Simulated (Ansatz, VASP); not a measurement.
## TaN: VASP beside Ansatz

INCAR

```
SYSTEM = TaN
ALGO = Normal
EDIFF = 1E-6
ENCUT = 520
GGA = PE
ISIF = 2
ISMEAR = -1
LASPH = .True.
LCHARG = .True.
LELF = .True.
LREAL = .False.
LVHAR = .True.
LWAVE = .False.
NBANDS = 15
NELM = 100
PREC = Accurate
SIGMA = 0.02
```

Contents of KPOINTS:

```
k-points
0
Gamma
  12 12 10
  0 0 0
```

File POSCAR:

```
TaN
1.0
    2.9766611718      0.0000000000      0.0000000000
   -1.4883305859      2.5778641933      0.0000000000
    0.0000000000      0.0000000000      2.9209385612
Ta N
1 1
Direct
    0.3333333333      0.6666666667      0.5000000000
    0.0000000000      0.0000000000      0.0000000000
```

Input for Ansatz:

```yaml
crystal:
  lattice:
    - [2.9766611718, 0.0, 0.0]
    - [-1.4883305859, 2.5778641933, 0.0]
    - [0.0, 0.0, 2.9209385612]
  atoms:
    - { symbol: Ta, position: [0.3333333333, 0.6666666667, 0.5] }
    - { symbol: "N", position: [0.0, 0.0, 0.0] }
kpoints:
  mp_grid: { grid: [12, 12, 10] }
  band_path:
    path:
      - [0.0, 0.0, 0.0]
      - [0.5, 0.0, 0.0]
      - [0.3333333333, 0.3333333333, 0.0]
      - [0.0, 0.0, 0.0]
      - [0.0, 0.0, 0.5]
      - [0.5, 0.0, 0.5]
      - [0.3333333333, 0.3333333333, 0.5]
      - [0.0, 0.0, 0.5]
      - [0.5, 0.0, 0.5]
    npoints: 5
scf:
  occupations: { method: fermi_dirac, width: 0.02 }
hamiltonian:
  xc: pbe
  pseudopotentials: { kind: all_electron, lapw: { basis_error: 0.0005 } }
output:
  forces: true
  stress: true
  eigenvalues: true
```

Change from the starting cell: volume scaled by 1.04.

Alike in both runs: task single point; functional PBE; k mesh 12 × 12 × 10; occupations fermi-dirac, width 0.02 eV; no spin polarisation.

|  | VASP | Ansatz |
| --- | --- | --- |
| version | VASP 6.6.1 | Ansatz 0.2.0 |
| potentials or method | VASP PAW PBE potentials, release 64 (Ta_pv, N) | all-electron LAPW, scalar-relativistic |
| plane-wave cutoff (eV) | 520 | see its input |

Ansatz gave:

| Item | Value |
| --- | --- |
| pressure (GPa) | -8.0 |
| largest component of the traceless stress (GPa) | 0.25 |

Task: Which values does VASP return?

Result: Pressure (GPa): -7.7; largest component of the traceless stress (GPa): 0.18.

Ansatz ran all-electron here, so the differences hold the error of VASP's frozen core and of both bases.

The runs have no spin-orbit coupling, so splittings on Ta are missing.
